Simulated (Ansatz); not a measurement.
Space group Fm-3m (No. 225). a = 3.640 Å, b = 3.640 Å, c = 3.640 Å, α = 90.00°, β = 90.00°, γ = 90.00°
```csv
atom,site,symmetry,x,y,z
Fe,4a,m-3m,0.0000,0.0000,0.0000
```

Equation of state of this Fe structure (not necessarily the ground state), with shape and atoms relaxed at each volume where symmetry leaves them free. It has no gap at any of these volumes. These are results of DFT PBE, scalar-relativistic, plane waves, PAW in Ansatz, not measurements.

Plane waves to 420 eV, a k mesh through Γ of 20×20×20 on the computed 1-atom cell and Gaussian smearing (0.10 eV); collinear spin.

| V (Å³/atom) | E − E(largest V) (meV/atom) | P (GPa) |
| --- | --- | --- |
| 10.613 | -78.62 | -1.24 |
| 10.974 | -67.87 | -7.79 |
| 11.336 | -43.73 | -12.65 |
| 11.698 | -49.76 | 5.12 |
| 12.060 | -56.37 | 0.01 |
| 12.422 | -50.60 | -4.98 |
| 12.783 | -34.47 | -9.12 |
| 13.266 | 0.00 | -13.28 |

Question: Does one Birch–Murnaghan curve describe these points?

Answer: Not well: the fit leaves 4.83 meV/atom rms, which suggests a change of structure or state along the series.

This fcc form isn't the element's structure at ambient conditions.

Cost: 8 runs of about 3.7 core-minutes in all, on Arm Neoverse V1 (shared hosts).